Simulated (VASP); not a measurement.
# BaTiO3 in VASP: further runs, part 2 of 2

VASP 6.6.1. The steps go on from the part before.

## Step 3: Single point, LDA

File INCAR:

```
PREC = Normal
ENCUT = 460
EDIFF = 1E-4
ISMEAR = 0
SIGMA = 0.05
LREAL = Auto
LASPH = True
NELM = 100
ALGO = Normal
ISIF = 2
LWAVE = False
LCHARG = False
GGA = CA
ADDGRID = False
```

File KPOINTS:

```
Automatic mesh
0
Gamma
  4 4 4
```

File POSCAR:

```
BaTiO3
1.0
    4.0060000000      0.0000000000      0.0000000000
    0.0000000000      4.0060000000      0.0000000000
    0.0000000000      0.0000000000      4.0060000000
Ba Ti O
1 1 3
Direct
    0.4701120000      0.5031600000      0.5056990000
   -0.0202070000      0.0016430000     -0.0204470000
   -0.0270160000     -0.0188640000      0.5097340000
   -0.0003670000      0.4971430000     -0.0056670000
    0.4958670000     -0.0087980000      0.0064420000
```

Potentials or basis: VASP PAW LDA potentials, release 64 (Ba_sv, Ti_sv, O).

The run is started by

```console
cat potpaw_LDA.64/Ba_sv/POTCAR potpaw_LDA.64/Ti_sv/POTCAR potpaw_LDA.64/O/POTCAR > POTCAR
mpirun -np 1 vasp_std > vasp.out
```

OUTCAR:

```text
PREC = Normal
   ENCUT = 460
   EDIFF = 1E-4
   ISMEAR = 0
   LREAL = Auto
   LASPH = True
   NELM = 100
   ISIF = 2
   GGA = CA

 Found     36 irreducible k-points:

 Following reciprocal coordinates:
            Coordinates               Weight
  0.000000  0.000000  0.000000      1.000000
  0.250000  0.000000  0.000000      2.000000
  0.000000  0.250000  0.000000      2.000000
  0.000000  0.000000  0.250000      2.000000
  0.500000  0.000000  0.000000      1.000000
  0.000000  0.500000  0.000000      1.000000
   k-points           NKPTS =     36   k-points in BZ     NKDIM =     36   number of bands    NBANDS=     24
   number of dos      NEDOS =    301   number of ions     NIONS =      5
   total plane-waves  NPLWV =  13824
   dimension x,y,z NGX =    24 NGY =   24 NGZ =   24
   dimension x,y,z NGXF=    48 NGYF=   48 NGZF=   48
   ions per type =               1   1   3
   NGX,Y,Z   is equivalent  to a cutoff of   9.96,  9.96,  9.96 a.u.
   NGXF,Y,Z  is equivalent  to a cutoff of  19.92, 19.92, 19.92 a.u.
 SYSTEM =  unknown system
   PREC   = normal    normal or accurate (medium, high low for compatibility)
   ISTART =      0    job   : 0-new  1-cont  2-samecut
   ICHARG =      2    charge: 1-file 2-atom 10-const
   ISPIN  =      1    spin polarized calculation?
   LNONCOLLINEAR =      F non collinear calculations
   LSORBIT =      F    spin-orbit coupling
   LASPH  =      T    aspherical Exc in radial PAW
   ENCUT  =  460.0 eV  33.81 Ry    5.81 a.u.   7.01  7.01  7.01*2*pi/ulx,y,z
   NELM   =    100;   NELMIN=  2; NELMDL= -5     # of ELM steps
   EDIFF  = 0.1E-03   stopping-criterion for ELM
   LREAL  =      T    real-space projection
   EDIFFG = 0.1E-02   stopping-criterion for IOM
   NSW    =      0    number of steps for IOM
   IBRION =     -1    ionic relax: 0-MD 1-quasi-New 2-CG
   NFREE  =      0    steps in history (QN), initial steepest desc. (CG)
   ISIF   =      2    stress and relaxation
   ISYM   =      2    0-nonsym 1-usesym 2-fastsym
   POTIM  = 0.5000    time-step for ionic-motion
   TEBEG  =    0.0;   TEEND  =   0.0 temperature during run
   PSTRESS=    0.0 pullay stress
   NELECT =      40.0000    total number of electrons
   NUPDOWN=      -1.0000    fix difference up-down
   EMIN   =  10.00;   EMAX   =-10.00  energy-range for DOS
   EFERMI =   0.00;   METHOD = LEGACY
   ISMEAR =     0;   SIGMA  =   0.05  broadening in eV -4-tet -1-fermi 0-gaus
   EFERMI_NEDOS =   21; number of points for ismear=-14 and -15
   IALGO  =     38    algorithm
   IMIX   =      4    mixing-type and parameters
     AMIX     =   0.40;   BMIX     =  1.00
     AMIX_MAG =   1.60;   BMIX_MAG =  1.00
  volume/ion in A,a.u.               =      12.86        86.77
  Fermi-wavevector in a.u.,A,eV,Ry     =   1.397603  2.641087 26.576187  1.953295
  Thomas-Fermi vector in A             =   2.520843
   LORBIT       =      0    0 simple, 1 ext, 2 COOP (PROOUT), +10 PAW based schemes
   GGA     = CA    functional components
   LHFCALC =     F    Hartree Fock is set to
   AEXX    =    0.0000 exact exchange contribution
   IVDW    =     0    specifies the selected vdW correction
   LEPSILON=     F    determine dielectric tensor
   LRPA    =     F    only Hartree local field effects (RPA)
 non-spin polarized calculation
 Gauss-broadening in eV      SIGMA  =   0.05
  energy-cutoff  :      460.00
  volume of cell :       64.29
 maximum number of plane-waves:      1472
   NGX = 15   NGY = 15   NGZ = 15

 number of electron      39.9999996 magnetization

 Free energy of the ion-electron system (eV)
  ---------------------------------------------------
  ext. energy  EPLUGINS =         0.00000000
  ---------------------------------------------------
  free energy    TOTEN  =       -44.06389386 eV

  energy without entropy =      -44.06389386  energy(sigma->0) =      -44.06389386

 E-fermi :   3.8106     XC(G=0): -11.7160

 val. band max:        3.5138383771   @ k =   0.5000   0.5000   0.5000
 cond. band min:       5.3314137483   @ k =   0.0000   0.0000   0.0000
 fundamental gap:      1.8175753712
 Fermi energy:         3.8105719092

 k-point     1 :       0.0000    0.0000    0.0000
  band No.  band energies     occupation
      1     -52.2843      2.00000
      2     -28.9383      2.00000
      3     -28.9094      2.00000
      4     -28.9012      2.00000
      5     -21.1704      2.00000
      6     -13.0727      2.00000
[... 16 lines left out ...]
     23       5.5008      0.00000
     24       7.5834      0.00000

 k-point     2 :       0.2500    0.0000    0.0000
  band No.  band energies     occupation
      1     -52.2838      2.00000
      2     -28.9375      2.00000
      3     -28.9360      2.00000
      4     -28.9001      2.00000
      5     -21.1097      2.00000
      6     -13.1689      2.00000
[... 16 lines left out ...]
     23       6.2969      0.00000
     24       7.6356      0.00000

 k-point     3 :       0.0000    0.2500    0.0000
  band No.  band energies     occupation
      1     -52.2838      2.00000
      2     -28.9374      2.00000
      3     -28.9280      2.00000
      4     -28.9083      2.00000
      5     -21.1101      2.00000
      6     -13.1667      2.00000
[... 16 lines left out ...]
     23       6.2842      0.00000
     24       7.6600      0.00000

 k-point     4 :       0.0000    0.0000    0.2500
  band No.  band energies     occupation
      1     -52.2838      2.00000
      2     -28.9654      2.00000
      3     -28.9083      2.00000
      4     -28.9001      2.00000
      5     -21.1097      2.00000
      6     -13.1349      2.00000
[... 16 lines left out ...]
     23       6.3333      0.00000
     24       7.5825      0.00000

 k-point     5 :       0.5000    0.0000    0.0000
  band No.  band energies     occupation
      1     -52.2832      2.00000
      2     -28.9629      2.00000
      3     -28.9361      2.00000
      4     -28.8990      2.00000
      5     -21.0474      2.00000
      6     -13.3420      2.00000
[... 16 lines left out ...]
     23       7.0696      0.00000
     24       7.6225      0.00000

 k-point     6 :       0.0000    0.5000    0.0000
  band No.  band energies     occupation
      1     -52.2832      2.00000
      2     -28.9550      2.00000
      3     -28.9360      2.00000
      4     -28.9072      2.00000
      5     -21.0482      2.00000
      6     -13.3367      2.00000
[... 16 lines left out ...]
     23       7.0530      0.00000
     24       7.6434      0.00000

 [... further k-points ...]
[... 5 lines left out ...]
  --------------------------------------------------------------------------------------
  -------------------------------------------------------------------------------------
  Total       -3.0424257     -3.2826920     -2.4207570     -0.0924913     -0.1058452     -0.1457292
  in kB      -75.8224342    -81.8102810    -60.3293922     -2.3050409     -2.6378430     -3.6318193
  external PRESSURE =     -72.6540358 kB  Pullay stress =       0.0000000 kB

 VOLUME and BASIS-vectors are now :
 -----------------------------------------------------------------------------
  energy-cutoff  :      460.00
  volume of cell :       64.29
      direct lattice vectors                 reciprocal lattice vectors
     4.006000000  0.000000000  0.000000000     0.249625562  0.000000000  0.000000000
     0.000000000  4.006000000  0.000000000     0.000000000  0.249625562  0.000000000
     0.000000000  0.000000000  4.006000000     0.000000000  0.000000000  0.249625562

 POSITION                                       TOTAL-FORCE (eV/Angst)
 -----------------------------------------------------------------------------------
      1.88327      2.01566      2.02583         0.363905     -0.141254     -0.375889
      3.92505      0.00658      3.92409        -0.448792      0.049724     -0.018874
      3.89777      3.93043      2.04199         0.345716      0.367088      0.168987
      4.00453      1.99155      3.98330        -0.138650     -0.454885      0.221130
      1.98644      3.97076      0.02581        -0.122179      0.179327      0.004646
 -----------------------------------------------------------------------------------
    total drift:                                0.004345     -0.008872      0.007226

  FREE ENERGIE OF THE ION-ELECTRON SYSTEM (eV)
  ---------------------------------------------------
  free  energy   TOTEN  =       -44.0638938576 eV

  energy  without entropy=      -44.0638938576  energy(sigma->0) =      -44.06389386
```

stdout:

```text
POSCAR found type information on POSCAR BaTiO
 POSCAR found :  3 types and       5 ions
 scaLAPACK will be used
 -----------------------------------------------------------------------------
|                                                                             |
|                                                                             |
|     You have a (more or less) 'small supercell' and for smaller cells       |
|     it is recommended to use the reciprocal-space projection scheme!        |
|     The real-space optimization is not efficient for small cells and it     |
|     is also less accurate ...                                               |
|     Therefore, set LREAL=.FALSE. in the INCAR file.                         |
|                                                                             |
 -----------------------------------------------------------------------------

 LDA part: xc-table for (Slater(with rela. corr.)+CA(PZ))
 , standard interpolation
 POSCAR, INCAR and KPOINTS ok, starting setup
 FFT: planning ... GRIDC
 FFT: planning ... GRID_SOFT
 FFT: planning ... GRID
 WAVECAR not read
 entering main loop
```

Wall time 33 s (1 thread of AMD EPYC 7R13 (Zen 3), shared host); peak memory 0.12 GiB.

The run converged, but some of its settings lie outside the range that counts as converged, so its numbers aren't taken as properties of the crystal.

Results:

```yaml
Free_energy: -44.0639 eV
Pressure: -7.3 GPa
Largest_force: 0.542 eV/Å
Band_gap_on_the_k_mesh: 1.82 eV, indirect (least direct gap 2.10 eV)
```

Caveat: the cutoff is under 1.25 times the usual one of these potentials, so pressure, stress and relaxed cells hold a basis-set (Pulay) error; spin-orbit coupling is left out, which moves the levels of the heavy elements.

## Step 4: The reference run

An earlier run on the cell as given: functional PBEsol; potentials or basis VASP PAW PBE potentials, release 64 (Ba_sv, Ti_sv, O); cutoff 520 eV; k mesh 7 × 7 × 7; occupations fermi-dirac, width 0.05 eV; no spin polarisation.

- Pressure: -2.8 GPa
- Band gap on the k mesh: 1.76 eV, indirect (least direct gap 1.84 eV)
